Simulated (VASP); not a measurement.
# TiTe2 (P-3m1) in VASP: a series of runs

One crystal, TiTe2, is run at these levels: PBE; tasks: single point.

Everything below comes from runs of VASP 6.6.1. Logs are shortened: lines on timing, memory, paths and dates and some standing lists are left out, and cuts for length are marked.

### Step 1. Starting point

Symmetry: P-3m1, No. 164, trigonal system. Conventional cell: a = 3.791 Å, b = 3.791 Å, c = 6.554 Å, α = 90.00°, β = 90.00°, γ = 120.00°. Ti (site symmetry -3m) is surrounded by 6 Te at 2.77 Å. Te (site symmetry 3m) is surrounded by 3 Ti at 2.77 Å.

The cell was built by a generator and needn't be a form met in nature.

### Step 2. Single point, PBE

The input, INCAR:

```
  PREC = Accurate
  ENCUT = 520
  EDIFF = 1E-6
  ISMEAR = -1
  SIGMA = 0.02
  LREAL = False
  LASPH = True
  NELM = 100
  ALGO = Normal
  ISIF = 2
  LWAVE = False
  LCHARG = False
  GGA = PE
  NBANDS = 19
```

The input, KPOINTS:

```
regular mesh
0
Gamma
  6 6 4
```

The input, POSCAR:

```
TiTe2
1.0
    3.7908320878      0.0000000000      0.0000000000
   -1.8954160439      3.2829568895      0.0000000000
    0.0000000000      0.0000000000      6.5541626300
Ti Te
1 2
Direct
    0.0000000000      0.0000000000      0.0000000000
    0.3333333333      0.6666666667      0.2578174199
    0.6666666667      0.3333333333      0.7421825801
```

Potentials or basis: VASP PAW PBE potentials, release 64 (Ti_sv, Te).

Command:

```bash
> cat potpaw_PBE.64/Ti_sv/POTCAR potpaw_PBE.64/Te/POTCAR > POTCAR
> mpirun -np 1 vasp_std > vasp.out
```

OUTCAR:

```text
PREC = Accurate
   ENCUT = 520
   EDIFF = 1E-6
   ISMEAR = -1
   LREAL = False
   LASPH = True
   NELM = 100
   ISIF = 2
   GGA = PE

 ion  position               nearest neighbor table
   1  0.000  0.000  0.000-   2 2.77   3 2.77   2 2.77   3 2.77   3 2.77   2 2.77
   2  0.333  0.667  0.258-   1 2.77   1 2.77   1 2.77
   3  0.667  0.333  0.742-   1 2.77   1 2.77   1 2.77

  LATTYP: Found a hexagonal cell.
 ALAT       =     3.7908320878
 C/A-ratio  =     1.7289509211

  Lattice vectors:

 A1 = (   3.7908320878,   0.0000000000,   0.0000000000)
 A2 = (  -1.8954160439,   3.2829568895,   0.0000000000)
 A3 = (   0.0000000000,   0.0000000000,   6.5541626300)

Analysis of symmetry for initial positions (statically):
=====================================================================
 Subroutine PRICEL returns:
 Original cell was already a primitive cell.

 Routine SETGRP: Setting up the symmetry group for a
 hexagonal supercell.

 Subroutine GETGRP returns: Found 12 space group operations
 (whereof 12 operations were pure point group operations)
 out of a pool of 24 trial point group operations.

The static configuration has the point symmetry D_3d.

Analysis of symmetry for dynamics (positions and initial velocities):
=====================================================================
 Subroutine PRICEL returns:
 Original cell was already a primitive cell.

 Routine SETGRP: Setting up the symmetry group for a
 hexagonal supercell.

 Subroutine GETGRP returns: Found 12 space group operations
 (whereof 12 operations were pure point group operations)
 out of a pool of 24 trial point group operations.

The dynamic configuration has the point symmetry D_3d.

 Subroutine INISYM returns: Found 12 space group operations
 (whereof 12 operations are pure point group operations),
 and found     1 'primitive' translations

----------------------------------------------------------------------------------------

                                     Primitive cell

  volume of cell :      81.5675

  direct lattice vectors                    reciprocal lattice vectors
     3.790832088  0.000000000  0.000000000     0.263794327  0.152301726  0.000000000
    -1.895416044  3.282956889  0.000000000     0.000000000  0.304603452  0.000000000
     0.000000000  0.000000000  6.554162630     0.000000000  0.000000000  0.152574792

  length of vectors
     3.790832088  3.790832088  6.554162630     0.304603452  0.304603452  0.152574792

  position of ions in fractional coordinates (direct lattice)
     0.000000000  0.000000000  0.000000000
     0.333333333  0.666666667  0.257817420
     0.666666667  0.333333333  0.742182580

  ion indices of the primitive-cell ions
   primitive index   ion index
                 1           1
                 2           2
                 3           3

----------------------------------------------------------------------------------------

 KPOINTS: regular mesh

Automatic generation of k-mesh.
 Grid dimensions read from file:
 generate k-points for:    6    6    4

 Generating k-lattice:

  Cartesian coordinates                     Fractional coordinates (reciprocal lattice)
     0.043965721  0.025383621  0.000000000     0.166666667 -0.000000000  0.000000000
     0.000000000  0.050767242  0.000000000     0.000000000  0.166666667  0.000000000
     0.000000000  0.000000000  0.038143698     0.000000000  0.000000000  0.250000000

  Length of vectors
     0.050767242  0.050767242  0.038143698

  Shift w.r.t. Gamma in fractional coordinates (k-lattice)
     0.000000000  0.000000000  0.000000000

 Subroutine IBZKPT returns following result:
 ===========================================

 Found     24 irreducible k-points:

 Following reciprocal coordinates:
            Coordinates               Weight
  0.000000  0.000000  0.000000      1.000000
  0.166667  0.000000  0.000000      6.000000
  0.333333  0.000000  0.000000      6.000000
  0.500000  0.000000  0.000000      3.000000
  0.166667  0.166667  0.000000      6.000000
  0.333333  0.166667  0.000000     12.000000
[... 16 lines left out ...]
  0.333333  0.166667  0.500000     12.000000
  0.333333  0.333333  0.500000      2.000000
   k-points           NKPTS =     24   k-points in BZ     NKDIM =     24   number of bands    NBANDS=     19
   number of dos      NEDOS =    301   number of ions     NIONS =      3
   total plane-waves  NPLWV =  39200
   dimension x,y,z NGX =    28 NGY =   28 NGZ =   50
   dimension x,y,z NGXF=    56 NGYF=   56 NGZF=  100
   ions per type =               1   2
   NGX,Y,Z   is equivalent  to a cutoff of  12.28, 12.28, 12.68 a.u.
   NGXF,Y,Z  is equivalent  to a cutoff of  24.56, 24.56, 25.36 a.u.
 SYSTEM =  unknown system
   PREC   = accura    normal or accurate (medium, high low for compatibility)
   ISTART =      0    job   : 0-new  1-cont  2-samecut
   ICHARG =      2    charge: 1-file 2-atom 10-const
   ISPIN  =      1    spin polarized calculation?
   LNONCOLLINEAR =      F non collinear calculations
   LSORBIT =      F    spin-orbit coupling
   LASPH  =      T    aspherical Exc in radial PAW
   ENCUT  =  520.0 eV  38.22 Ry    6.18 a.u.   7.05  7.05 12.19*2*pi/ulx,y,z
   NELM   =    100;   NELMIN=  2; NELMDL= -5     # of ELM steps
   EDIFF  = 0.1E-05   stopping-criterion for ELM
   LREAL  =      F    real-space projection
   EDIFFG = 0.1E-04   stopping-criterion for IOM
   NSW    =      0    number of steps for IOM
   IBRION =     -1    ionic relax: 0-MD 1-quasi-New 2-CG
   NFREE  =      0    steps in history (QN), initial steepest desc. (CG)
   ISIF   =      2    stress and relaxation
   ISYM   =      2    0-nonsym 1-usesym 2-fastsym
   POTIM  = 0.5000    time-step for ionic-motion
   TEBEG  =    0.0;   TEEND  =   0.0 temperature during run
   PSTRESS=    0.0 pullay stress
   NELECT =      24.0000    total number of electrons
   NUPDOWN=      -1.0000    fix difference up-down
   EMIN   =  10.00;   EMAX   =-10.00  energy-range for DOS
   EFERMI =   0.00;   METHOD = LEGACY
   ISMEAR =    -1;   SIGMA  =   0.02  broadening in eV -4-tet -1-fermi 0-gaus
   EFERMI_NEDOS =   21; number of points for ismear=-14 and -15
   IALGO  =     38    algorithm
   IMIX   =      4    mixing-type and parameters
     AMIX     =   0.40;   BMIX     =  1.00
     AMIX_MAG =   1.60;   BMIX_MAG =  1.00
  volume/ion in A,a.u.               =      27.19       183.48
  Fermi-wavevector in a.u.,A,eV,Ry     =   1.088862  2.057651 16.131352  1.185621
  Thomas-Fermi vector in A             =   2.225053
   LORBIT       =      0    0 simple, 1 ext, 2 COOP (PROOUT), +10 PAW based schemes
   GGA     = PE    functional components
   LHFCALC =     F    Hartree Fock is set to
   AEXX    =    0.0000 exact exchange contribution
   IVDW    =     0    specifies the selected vdW correction
   LEPSILON=     F    determine dielectric tensor
   LRPA    =     F    only Hartree local field effects (RPA)
 non-spin polarized calculation
  energy-cutoff  :      520.00
  volume of cell :       81.57
 maximum number of plane-waves:      2214
   NGX = 15   NGY = 15   NGZ = 25

 number of electron      23.9999991 magnetization

 Free energy of the ion-electron system (eV)
  ---------------------------------------------------
  ext. energy  EPLUGINS =         0.00000000
  ---------------------------------------------------
  free energy    TOTEN  =       -16.20768500 eV

  energy without entropy =      -16.20580901  energy(sigma->0) =      -16.20674701

 E-fermi :   6.6315     XC(G=0):  -9.7671

 val. band max:        6.5999937176   @ k =   0.5000   0.0000   0.2500
 cond. band min:       6.6699111969   @ k =   0.5000   0.0000   0.0000
 fundamental gap:      0.0699174793
 Fermi energy:         6.6314603604

 k-point     1 :       0.0000    0.0000    0.0000
  band No.  band energies     occupation
      1     -50.8500      2.00000
      2     -27.1072      2.00000
      3     -27.1072      2.00000
      4     -27.0728      2.00000
      5      -5.7172      2.00000
      6      -4.2736      2.00000
[... 11 lines left out ...]
     18      11.7111      0.00000
     19      12.4894      0.00000

 k-point     2 :       0.1667    0.0000    0.0000
  band No.  band energies     occupation
      1     -50.8493      2.00000
      2     -27.1173      2.00000
      3     -27.1095      2.00000
      4     -27.0704      2.00000
      5      -5.4206      2.00000
      6      -4.1269      2.00000
[... 11 lines left out ...]
     18      12.7003      0.00000
     19      13.4926      0.00000

 k-point     3 :       0.3333    0.0000    0.0000
  band No.  band energies     occupation
      1     -50.8478      2.00000
      2     -27.1376      2.00000
      3     -27.1141      2.00000
      4     -27.0657      2.00000
      5      -4.6573      2.00000
      6      -3.8338      2.00000
[... 11 lines left out ...]
     18      12.0919      0.00000
     19      12.5150      0.00000

 k-point     4 :       0.5000    0.0000    0.0000
  band No.  band energies     occupation
      1     -50.8471      2.00000
      2     -27.1477      2.00000
      3     -27.1164      2.00000
      4     -27.0633      2.00000
      5      -3.9968      2.00000
      6      -3.8329      2.00000
[... 11 lines left out ...]
     18      11.9467      0.00000
     19      12.2300      0.00000

 k-point     5 :       0.1667    0.1667    0.0000
  band No.  band energies     occupation
      1     -50.8482      2.00000
      2     -27.1306      2.00000
      3     -27.1149      2.00000
      4     -27.0668      2.00000
      5      -4.8866      2.00000
      6      -3.8981      2.00000
[... 11 lines left out ...]
     18      12.7937      0.00000
     19      13.6563      0.00000

 k-point     6 :       0.3333    0.1667    0.0000
  band No.  band energies     occupation
      1     -50.8471      2.00000
      2     -27.1424      2.00000
      3     -27.1217      2.00000
      4     -27.0633      2.00000
      5      -4.1215      2.00000
      6      -3.7195      2.00000
[... 11 lines left out ...]
     18      11.5182      0.00000
     19      13.5635      0.00000

 k-point     7 :       0.3333    0.3333    0.0000
  band No.  band energies     occupation
      1     -50.8468      2.00000
      2     -27.1352      2.00000
      3     -27.1352      2.00000
      4     -27.0621      2.00000
      5      -3.7357      2.00000
      6      -3.7357      2.00000
[... 11 lines left out ...]
     18      10.6639      0.00000
     19      14.7594      0.00000

 k-point     8 :       0.0000    0.0000    0.2500
  band No.  band energies     occupation
      1     -50.8500      2.00000
      2     -27.1072      2.00000
      3     -27.1072      2.00000
      4     -27.0728      2.00000
      5      -5.5696      2.00000
      6      -4.5397      2.00000
[... 256 lines left out ...]
 k-point    20 :       0.3333    0.0000    0.5000
  band No.  band energies     occupation
      1     -50.8478      2.00000
      2     -27.1376      2.00000
      3     -27.1141      2.00000
      4     -27.0657      2.00000
      5      -4.3426      2.00000
      6      -4.2125      2.00000
[... 11 lines left out ...]
     18      11.5466      0.00000
     19      11.9831      0.00000

 k-point    21 :       0.5000    0.0000    0.5000
  band No.  band energies     occupation
      1     -50.8471      2.00000
      2     -27.1477      2.00000
      3     -27.1164      2.00000
      4     -27.0633      2.00000
      5      -4.0095      2.00000
      6      -3.7904      2.00000
[... 11 lines left out ...]
     18      10.8346      0.00000
     19      11.2267      0.00000

 k-point    22 :       0.1667    0.1667    0.5000
  band No.  band energies     occupation
      1     -50.8482      2.00000
      2     -27.1306      2.00000
      3     -27.1149      2.00000
      4     -27.0669      2.00000
      5      -4.5127      2.00000
      6      -4.3752      2.00000
[... 11 lines left out ...]
     18      13.1241      0.00000
     19      13.2985      0.00000

 k-point    23 :       0.3333    0.1667    0.5000
  band No.  band energies     occupation
      1     -50.8471      2.00000
      2     -27.1424      2.00000
      3     -27.1217      2.00000
      4     -27.0633      2.00000
      5      -3.9742      2.00000
      6      -3.8649      2.00000
[... 11 lines left out ...]
     18      11.8155      0.00000
     19      12.1998      0.00000

 k-point    24 :       0.3333    0.3333    0.5000
  band No.  band energies     occupation
      1     -50.8468      2.00000
      2     -27.1351      2.00000
      3     -27.1351      2.00000
      4     -27.0621      2.00000
      5      -3.7280      2.00000
      6      -3.7280      2.00000
[... 11 lines left out ...]
     18      12.3030      0.00000
     19      12.3030      0.00000

------------------------ aborting loop because EDIFF is reached ----------------------------------------

  FORCE on cell =-STRESS in cart. coord.  units (eV):
  Direction    XX          YY          ZZ          XY          YZ          ZX
  --------------------------------------------------------------------------------------
  -------------------------------------------------------------------------------------
  Total        0.2463405      0.2463405      0.5844140     -0.0000000     -0.0000000      0.0000000
  in kB        4.8387085      4.8387085     11.4792700     -0.0000000     -0.0000000      0.0000000
  external PRESSURE =       7.0522290 kB  Pullay stress =       0.0000000 kB

 VOLUME and BASIS-vectors are now :
 -----------------------------------------------------------------------------
  energy-cutoff  :      520.00
  volume of cell :       81.57
      direct lattice vectors                 reciprocal lattice vectors
     3.790832088  0.000000000  0.000000000     0.263794327  0.152301726  0.000000000
    -1.895416044  3.282956889  0.000000000     0.000000000  0.304603452  0.000000000
     0.000000000  0.000000000  6.554162630     0.000000000  0.000000000  0.152574792

 POSITION                                       TOTAL-FORCE (eV/Angst)
 -----------------------------------------------------------------------------------
      0.00000      0.00000      0.00000        -0.000000      0.000000      0.000000
     -0.00000      2.18864      1.68978        -0.000000      0.000000      0.128558
      1.89542      1.09432      4.86439         0.000000     -0.000000     -0.128558
 -----------------------------------------------------------------------------------
    total drift:                               -0.000000     -0.000000      0.000000

  FREE ENERGIE OF THE ION-ELECTRON SYSTEM (eV)
  ---------------------------------------------------
  free  energy   TOTEN  =       -16.2076850041 eV

  energy  without entropy=      -16.2058090087  energy(sigma->0) =      -16.20674701
```

Wall time 50 s (1 thread of Intel Xeon Platinum 8375C at 2.90GHz (Ice Lake), shared host); peak memory 0.2 GiB.

What came out:

| Property | Result |
| --- | --- |
| Free energy | -16.2077 eV |
| Pressure | 0.7 GPa |
| Largest force | 0.129 eV/Å |
| Band gap on the k mesh | none (metal or under the smearing width) |

Forces in eV/Å, atoms in the order of the input:
```
Ti   0.000  0.000  0.000
Te   0.000  0.000  0.129
Te   0.000  0.000 -0.129
```

Caveat: this functional lacks dispersion, which binds the layers, so the pressure and a relaxed spacing across them are unreliable.

### Step 3. Single point, PBE

The input, INCAR:

```
SYSTEM = TiTe2
PREC = Accurate ; ENCUT = 520
EDIFF = 1E-6 ; ISMEAR = -1
SIGMA = 0.02 ; LREAL = .False.
LASPH = .True. ; NELM = 100
ALGO = Normal ; ISIF = 2
LWAVE = .False. ; LCHARG = .True.
GGA = PE ; LELF = .True.
LVHAR = .True. ; NBANDS = 19
```

The input, KPOINTS:

```
regular mesh
0
Gamma
  6 6 4
  0 0 0
```

POSCAR is that of step 2.

Potentials or basis: VASP PAW PBE potentials, release 64 (Ti_sv, Te).

Command:

```bash
> cat potpaw_PBE.64/Ti_sv/POTCAR potpaw_PBE.64/Te/POTCAR > POTCAR
> mpirun -np 1 vasp_std > vasp.out
```

It took 43 s on 1 thread of Intel Xeon Platinum 8375C at 2.90GHz (Ice Lake), shared host; peak memory 0.2 GiB.

Results (log left out):

* Free energy: -16.2077 eV
* Pressure: 0.7 GPa
* Largest force: 0.129 eV/Å
* Band gap on the k mesh: none (metal or under the smearing width)

Forces in eV/Å, atoms in the order of the input:
```
Ti   0.000  0.000  0.000
Te   0.000  0.000  0.129
Te   0.000  0.000 -0.129
```

Stress tensor (GPa, compression positive):
```
0.48 0.00 0.00
0.00 0.48 0.00
0.00 0.00 1.15
```

Levels at points of the mesh, in eV from the Fermi level:
```csv
k point,band 9,band 10,band 11,band 12,band 13,band 14,band 15,band 16
"(0.00, 0.00, 0.00)",-1.73,0.38,0.38,0.38,0.47,1.01,1.01,3.11
"(0.50, 0.00, 0.00)",-2.64,-2.39,-1.80,-1.13,0.04,1.12,1.44,2.44
"(0.00, 0.00, 0.50)",-1.67,-1.67,0.37,0.37,0.74,0.74,1.02,3.48
"(0.50, 0.00, 0.50)",-2.39,-2.03,-1.04,-0.69,-0.24,1.12,1.42,2.67
```

Caveat: this functional lacks dispersion, which binds the layers, so the pressure and a relaxed spacing across them are unreliable. Spin-orbit coupling is left out, which matters for the levels of Te.
